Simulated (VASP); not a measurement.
# Settings for ZrSe₂: self-consistent run

ZrSe₂, sheet, 3 atoms in the cell. AM05; PAW potentials Se, Zr_sv (PBE set). VASP 6.6.1.

Wanted: energy within 1 meV/atom.

What the run is for: comparing ways to reach the ground state; Accuracy asked: standard.

POSCAR:
```
ZrSe2
1.0
    3.7980000000      0.0000000000      0.0000000000
   -1.8990000000     -3.2891644836      0.0000000000
    0.0000000000      0.0000000000    -19.0960000000
Se Zr
2 1
Direct
    0.0000000000      1.0000000000      0.4189359028
    0.3333333334      0.6666666666      0.5810640972
    0.6666666667      0.3333333333      0.5000000000
```

## Way to the ground state (with a PBE run first, the time holds both)

| Way to the ground state (with a PBE run first, the time holds both) | Energy less reference (meV/atom) | Time (s) |
|---|---|---|
| PBE orbitals, then all bands at once (ALGO All, ISEARCH 1): 19 + 58 SCF iterations | 0.0 | 220 |
| plain run (ALGO Normal): 100 SCF iterations | no result | 180 |
| PBE orbitals, then ALGO Normal: 19 + 100 SCF iterations | no result | 203 |
| ALGO Fast: 100 SCF iterations | no result | 248 |
| all bands at once from scratch: 65 SCF iterations | 0.0 | 264 |
| PBE orbitals, then damped steps (TIME 0.2): 19 + 100 SCF iterations | no result | 175 |
| PBE orbitals, then damped steps (TIME 0.5): 19 + 100 SCF iterations | no result | 172 |
| linear mixing: 82 SCF iterations | crashed | 156 |
| slow linear mixing: 142 SCF iterations | crashed | 264 |
| more empty bands: 34 SCF iterations | crashed | 87 |

Chosen: PBE orbitals, then all bands at once (ALGO All, ISEARCH 1): 19 + 58 SCF iterations, the fastest of those that reach the lowest result within the tolerance.

VASP's message at the runs that stop: EDDAV: Call to ZHEGV failed. Returncode = 15 2 16.

VASP's message at the runs that stop: EDDAV: Call to ZHEGV failed. Returncode = 10 2 16.

## The input

INCAR.step1:
```
SYSTEM = ZrSe2
LDIPOL = .True.
IDIPOL = 3
DIPOL = 0.5 0.5 0.500
ISMEAR = 0
SIGMA = 0.03
LWAVE = .True.
LCHARG = .True.
ISIF = 0
NELM = 100
ALGO = Normal
PREC = Accurate
LASPH = .True.
LREAL = .False.
EDIFF = 1E-5
GGA_COMPAT = .False.
ENCUT = 400
EFERMI = MIDGAP
NELMDL = -8
GGA = PE
```

INCAR.step2, as INCAR.step1 but for:
```
- LWAVE = .True.
- LCHARG = .True.
- ALGO = Normal
- EDIFF = 1E-5
- GGA = PE
+ GGA = AM
+ LWAVE = .False.
+ LCHARG = .False.
+ ALGO = All
+ EDIFF = 1E-6
+ ISTART = 1
+ ISEARCH = 1
```

KPOINTS:
```
k-points
0
Gamma
  5 5 1
```

Commands (each step's output is kept before the next begins):
```
cat potpaw_PBE.64/Se/POTCAR potpaw_PBE.64/Zr_sv/POTCAR > POTCAR
cp INCAR.step1 INCAR
mpirun -np 1 vasp_std > vasp.out
cp INCAR.step2 INCAR
mpirun -np 1 vasp_std > vasp.out
```

The chosen input took VASP 6.6.1 220 s on 1 core (Intel Xeon Platinum 8375C @ 2.90GHz (Ice Lake)), a shared host.
